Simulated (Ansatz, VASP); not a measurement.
**TiB2: VASP beside Ansatz**

File INCAR:

```
SYSTEM = TiB2
PREC     = Accurate       ! precision mode
ENCUT    = 520            ! plane-wave cutoff, eV
EDIFF    = 1E-8           ! SCF threshold, eV
ISMEAR   = -1             ! smearing method
SIGMA    = 0.08           ! smearing width, eV
LREAL    = .False.        ! projectors in reciprocal space
LASPH    = .True.         ! aspherical terms in the spheres
NELM     = 60             ! most SCF steps
ALGO     = Normal         ! electronic algorithm
ISIF     = 2              ! what is computed and relaxed
LWAVE    = .False.        ! write WAVECAR
LCHARG   = .False.        ! write CHGCAR
GGA      = PS             ! functional
LEFG     = .True.       
NBANDS   = 16             ! bands
```

The input KPOINTS:

```
regular mesh
0
Gamma
  15 15 13
  0 0 0
```

The input POSCAR:

```
TiB2
1.0
    3.0291982016      0.0000000000      0.0000000000
   -1.5145991008      2.6233625957      0.0000000000
    0.0000000000      0.0000000000      3.1961160000
Ti B
1 2
Direct
    0.0000000000      0.0000000000      0.0000000000
    0.3333333333      0.6666666667      0.5000000000
    0.6666666667      0.3333333333      0.5000000000
```

Input for Ansatz:

```yaml
crystal:
  lattice:
    - [3.0291982016, 0.0, 0.0]
    - [-1.5145991008, 2.6233625957, 0.0]
    - [0.0, 0.0, 3.196116]
  atoms:
    - { symbol: Ti, position: [0.0, 0.0, 0.0] }
    - { symbol: B, position: [0.3333333333, 0.6666666667, 0.5] }
    - { symbol: B, position: [0.6666666667, 0.3333333333, 0.5] }
kpoints:
  mp_grid: { grid: [15, 15, 13] }
scf:
  occupations: { method: fermi_dirac, width: 0.08 }
hamiltonian:
  xc: pbesol
  pseudopotentials: { kind: paw }
output:
  forces: true
  stress: true
  eigenvalues: true
  efg: { contact_densities: true }
  write_density: true
  write_potential: true
  elf: true
  volumetric_format: npy
```

Change from the starting cell: zz strain of -1 %, PAW files.

Alike in both runs: task electric field gradients; functional PBEsol; k mesh 15 × 15 × 13; occupations fermi-dirac, width 0.08 eV; no spin polarisation.

|  | VASP | Ansatz |
| --- | --- | --- |
| version | VASP 6.6.1 | Ansatz 0.2.0 |
| potentials or method | VASP PAW PBE potentials, release 64 (Ti_sv, B) | PAW with Ansatz's default frozen-core files, scalar-relativistic |
| plane-wave cutoff (eV) | 520 | 420 |
| valence electrons in the cell | 18 | 18 |

```tsv
	VASP	Ansatz	Ansatz less VASP
pressure (GPa)	-2.6	-3.0	-0.35
largest component of the traceless stress (GPa)	0.41	0.48	+0.075
Vzz of the field gradient on the site that differs most (V/Å²)	17.3	19.3	+2.02
```

The functional is the same, so the differences come from potentials, cutoffs and numerics.

Caveats: the PAW data sets were made with another functional, which shifts forces and pressure a little (VASP).
